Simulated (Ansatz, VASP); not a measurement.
## W in VASP and in Ansatz

Contents of INCAR:

```
PREC = Accurate ; ENCUT = 520
EDIFF = 1E-7 ; ISMEAR = -1
SIGMA = 0.05 ; LREAL = F
LASPH = T ; NELM = 60
ALGO = Fast ; ISIF = 2
LWAVE = F ; LCHARG = F
GGA = CA ; NBANDS = 13
```

Contents of KPOINTS:

```
regular mesh
0
Gamma
  11 11 11
```

Contents of POSCAR:

```
W
1.0
    0.0000000000      2.0300000000      2.0300000000
    2.0300000000      0.0000000000      2.0300000000
    2.0300000000      2.0300000000      0.0000000000
W
1
Direct
    0.0000000000      0.0000000000      0.0000000000
```

Contents of input.yaml:

```yaml
crystal:
  lattice:
    - [0.0, 2.03, 2.03]
    - [2.03, 0.0, 2.03]
    - [2.03, 2.03, 0.0]
  atoms:
    - { symbol: W, position: [0.0, 0.0, 0.0] }
kpoints:
  mp_grid: { grid: [11, 11, 11] }
scf:
  occupations: { method: fermi_dirac, width: 0.05 }
hamiltonian:
  xc: lda
  pseudopotentials: { kind: all_electron, lapw: { basis_error: 0.001 } }
output:
  forces: true
  stress: true
  eigenvalues: true
```

Alike in both runs: task single point; functional LDA; k mesh 11 × 11 × 11; occupations fermi-dirac, width 0.05 eV; no spin polarisation.

```csv
,VASP,Ansatz
version,VASP 6.6.1,Ansatz 0.2.0
potentials or method,"VASP PAW LDA potentials, release 64 (W_sv)","all-electron LAPW, scalar-relativistic"
plane-wave cutoff (eV),520,see its input
```

Ansatz gave:

```
gap on the k mesh at the Fermi level (eV) : none
pressure (GPa)                            : -17.6
```

Problem. What did VASP give for the same quantities?

Solution. gap on the k mesh at the Fermi level (eV): none; pressure (GPa): -16.2.

A gap of «none» marks a metal or a gap that the smearing closes. Ansatz ran all-electron here, so the differences hold the error of VASP's frozen core and of both bases.

Caveats: so large a pressure means that the cell lies far from this level's equilibrium, or that cutoff or potentials fall short (VASP). Spin-orbit coupling is left out, which matters for the levels of W.
